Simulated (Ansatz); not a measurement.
An ordered 6-atom cell of SnGe2 on the diamond lattice: a band-structure calculation in the PAW code Ansatz (PBE). The cell was relaxed beforehand with r2SCAN.

```yaml
crystal:
  lattice:
    - [4.2416974349, 0.0, 0.0]
    - [-2.1208487175, 3.6734177338, 0.0]
    - [0.0, 0.0, 10.3577214526]
  atoms:
    - { symbol: Ge, position: [0.0, 0.0, 0.8818589602] }
    - { symbol: Ge, position: [0.6666666667, 0.3333333333, 0.5355174597] }
    - { symbol: Sn, position: [0.3333333333, 0.6666666667, 0.2080188594] }
    - { symbol: Sn, position: [0.6666666667, 0.3333333333, 0.7919811406] }
    - { symbol: Ge, position: [0.3333333333, 0.6666666667, 0.4644825403] }
    - { symbol: Ge, position: [0.0, 0.0, 0.1181410398] }
kpoints:
  mp_grid: { grid: [12, 12, 4] }
  band_path:
    path:
      - [[0.0, 0.0, 0.0], [0.5, -3.591355848512e-17, -9.117913129787e-33], [0.3333333333333, 0.3333333333333, -1.424059448368e-32], [0.0, 0.0, 0.0], [-1.095318914163e-50, 3.054101425121e-50, 0.5], [0.5, -3.591355848512e-17, 0.5], [0.3333333333333, 0.3333333333333, 0.5], [-1.095318914163e-50, 3.054101425121e-50, 0.5]]
      - [[0.5, -3.591355848512e-17, 0.5], [0.5, -3.591355848512e-17, -9.117913129787e-33]]
      - [[0.3333333333333, 0.3333333333333, 0.5], [0.3333333333333, 0.3333333333333, -1.424059448368e-32]]
    npoints: 10
hamiltonian:
  xc: pbe
scf:
  occupations: { method: fermi_dirac, width: 0.02 }
  n_extra_bands: 5
output:
  forces: true
  stress: true
  eigenvalues: true
```

In the abridged output below, numbers in square brackets stand for lines, or ends of lines, that were taken out.
```
[1]
Pseudopotential: Ge, paw, valence charge 14, recommended cutoff 420 eV (normal)
Pseudopotential: Sn, paw, valence charge 14, recommended cutoff 420 eV (normal)
Functional definition: PBE
Crystal: 6 atoms, lattice volume = 161.389 Å³
Basis set: ecut = 420 eV, 3185 PW (Γ)
[2]
SCF 1 converged in 7 iterations: F = -29228.016082 eV  dr2 = 1.77e-8
SCF converged after 7 iterations
Free energy (F): -29228.016082 eV
Internal energy: -29228.015209 eV  (E = F + TS)
E sigma→0 (E₀):  -29228.015646 eV
Entropy (-TS):   -0.000873 eV (-0.145 meV/atom)
Fermi energy:    8.093885 eV
--- Forces (eV/Å), atoms counted from 1 ---
  atom   1  Ge      0.00000      0.00000    -0.04929
  atom   2  Ge      0.00000      0.00000      0.05006
  atom   3  Sn      0.00000      0.00000      0.01291
  atom   4  Sn      0.00000      0.00000    -0.01291
  atom   5  Ge      0.00000      0.00000    -0.05006
  atom   6  Ge      0.00000      0.00000      0.04929
--- Stress (GPa, compression-positive) ---
[3]
```

**Question.** What stood in the gaps? They hold the stress, the symmetry found, the band count.

**Answer.**
```
[1]
scf.n_extra_bands = 5 over 42 filled bands (N_el = 84.0): the run solves 47 bands
[2]
Symmetry: 12 space group operations
Space group: P-3m1 (ITA 164)
[3]
        2.064237       0.000000       0.000000
        0.000000       2.064237       0.000000
        0.000000       0.000000       2.642065
  P = ⅓ Tr σ = 2.2568 GPa (22.568 kbar)
```

PBE gives no gap: the lowest nominally empty band dips 0.26 eV below the top of the last filled one (its bottom at L, the top at Γ), so the cell is a metal or semimetal at this level. The gap is the least over the mesh and the extra points. The mean pressure at these positions is +2.26 GPa, compression counted positive. The largest force is 0.05 eV/Å.

Command: `ansatz run input.yaml --threads 4 --pin off --max-ram 6451MiB --backend cpu --events-out ev --progress --plain --runs-dir out`. Wall time 8.9 s on 4 threads of Intel(R) Xeon(R) Platinum 8488C (Sapphire Rapids) (shared host); peak host memory 0.81 GiB.

No spin polarisation. The prototype was imposed, so other structures may be more stable.

No spin-orbit coupling is included; it can move band edges with weight on the heavy atoms by tenths of an eV.
